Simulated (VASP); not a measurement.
A run of VASP 6.6.1 is set up as follows.

Contents of INCAR:

```
SYSTEM = Al
  PREC = Accurate
  ENCUT = 300
  EDIFF = 1E-7
  ISMEAR = 1
  SIGMA = 0.1
  LREAL = .False.
  LASPH = .True.
  NELM = 80
  ALGO = Fast
  ISIF = 2
  LWAVE = .False.
  LCHARG = .False.
  GGA = PE
  IBRION = 2
  NSW = 40
  EDIFFG = -0.01
```

KPOINTS

```
regular mesh
0
Gamma
  8 8 8
  0 0 0
```

POSCAR

```
Al                                      
1.0
    0.0000000000      1.9794444075      1.9794444075
    1.9794444075      0.0000000000      1.9794444075
    1.9794444075      1.9794444075      0.0000000000
  Al            
     1
Direct
     0.0000000000000000    0.0000000000000000    0.0000000000000000
```

Potentials or basis: VASP PAW PBE potentials, release 64 (Al).

Launch:

```bash
$ cat potpaw_PBE.64/Al/POTCAR > POTCAR
$ mpirun -np 1 vasp_std > vasp.out
```

**Question.** Predict the band gap on the k mesh.

**Answer.** None (metal or under the smearing width).

Final structure:
```xyz
1
Lattice="0.0000 1.9794 1.9794 1.9794 0.0000 1.9794 1.9794 1.9794 0.0000" Properties=species:S:1:pos:R:3 pbc="T T T"
Al    0.0000    0.0000    0.0000
```

Caveat: the relaxation stopped at its first step, so nothing moved.
